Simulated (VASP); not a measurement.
Here is a VASP 6.6.1 calculation.

File POSCAR:

```
BN
1.0
    1.2511217832      0.7223354983      3.3729344033
   -1.2511217832      0.7223354983      3.3729344033
    0.0000000000     -1.4446709966      3.3729344033
N B
1 1
Direct
    0.6672382000      0.6672382000      0.6672382000
    0.0003288000      0.0003288000      0.0003288000
```

The input INCAR.step1:

```
SYSTEM = BN
ALGO     = Normal         ! electronic algorithm
EDIFF    = 1E-5           ! SCF threshold, eV
ENCUT    = 600            ! plane-wave cutoff, eV
GGA      = PE             ! functional
ISMEAR   = -1             ! smearing method
LASPH    = .TRUE.         ! aspherical terms in the spheres
LCHARG   = .FALSE.        ! write CHGCAR
LREAL    = .FALSE.        ! projectors in reciprocal space
LWAVE    = .TRUE.         ! write WAVECAR
NELM     = 100            ! most SCF steps
PREC     = Accurate       ! precision mode
SIGMA    = 0.05           ! smearing width, eV
```

File INCAR.step2:

```
SYSTEM = BN
ALGO     = Normal         ! electronic algorithm
EDIFF    = 1E-6           ! SCF threshold, eV
EDIFFG   = -0.01          ! ionic threshold
ENCUT    = 600            ! plane-wave cutoff, eV
GGA      = PS             ! functional
HFSCREEN = 0.2            ! screening, 1/A
IBRION   = 2              ! ionic algorithm
ISIF     = 3              ! what is computed and relaxed
ISMEAR   = -1             ! smearing method
ISTART   = 1            
LASPH    = .TRUE.         ! aspherical terms in the spheres
LCHARG   = .FALSE.        ! write CHGCAR
LHFCALC  = .TRUE.         ! exact exchange
LREAL    = .FALSE.        ! projectors in reciprocal space
LWAVE    = .FALSE.        ! write WAVECAR
NELM     = 100            ! most SCF steps
NSW      = 60             ! ionic steps
PREC     = Accurate       ! precision mode
PRECFOCK = Fast         
SIGMA    = 0.05           ! smearing width, eV
```

KPOINTS

```
k-points
0
G
  6 6 6
  0 0 0
```

Potentials or basis: VASP PAW PBE potentials, release 64 (N, B).

Command:

```bash
$ cat potpaw_PBE.64/N/POTCAR potpaw_PBE.64/B/POTCAR > POTCAR
$ cp INCAR.step1 INCAR
$ mpirun -np 1 vasp_std > vasp.out
$ cp INCAR.step2 INCAR
$ mpirun -np 1 vasp_std > vasp.out
```

Q: Estimate the band gap on the k mesh.

A: 5.57 eV, indirect (least direct gap 6.09 eV).

Q: Estimate the relaxed cell.

A: a = 3.762 Å, b = 3.762 Å, c = 3.762 Å, α = 38.67°, β = 38.67°, γ = 38.67°.

Q: Estimate the relaxed volume.

A: 9.34 Å³/atom.

Q: Predict the space group after relaxing (to 0.05 Å).

A: R3m (No. 160).

Forces on the atoms (eV/Å):
```
N    0.000  0.000 -0.005
B    0.000  0.000  0.005
```

Caveat: the k mesh is coarse (spacing up to 0.49 Å⁻¹), so the values aren't converged, least of all with exact exchange; the PAW data sets were made with another functional, which shifts forces and pressure a little. A k mesh can miss the band edges.
